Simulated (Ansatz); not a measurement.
## Ir under changes of volume

One of the cells (14.059 Å³/atom); the others are scaled copies at fixed shape and fractional positions:

```
Ir
1.0
     0.00000    1.91560    1.91560
     1.91560    0.00000    1.91560
     1.91560    1.91560    0.00000
Ir
1
Direct
  0.00000 0.00000 0.00000
```

| Property | Result |
| --- | --- |
| Program | Ansatz 0.2.0 |
| Functional | PBE |
| Potentials or basis | Ansatz PAW |
| Cutoff | 420 eV (not typed: the program's choice for these potentials) |
| k mesh | 12 × 12 × 12 |
| Occupations | fermi-dirac, width 0.05 eV |
| Spin | no spin polarisation |

```tsv
volume (Å³/atom)	energy over the lowest point (meV/atom)	pressure (GPa)
13.215	143.29	40.3
13.496	82.42	29.4
13.778	?	?
14.059	12.67	11.2
14.340	0.01	3.5
14.621	0.00	-3.3
14.902	11.20	-9.3
```

Q: What does the run at 13.778 Å³/atom give?

A: Energy over the lowest point 39.55 meV/atom; pressure 19.7 GPa.

Worked out: A Birch-Murnaghan fit of order 3 (a polynomial in V^(-2/3)) to the other rows has its minimum at 14.48 Å³/atom with B0 = V·E''(V) = 349 GPa and B' = 5.1. It gives 39.46 meV/atom at 13.778 Å³/atom, against the run's 39.55, and -dE/dV = 19.7 GPa, against 19.7.

Energies are extrapolated to zero smearing.
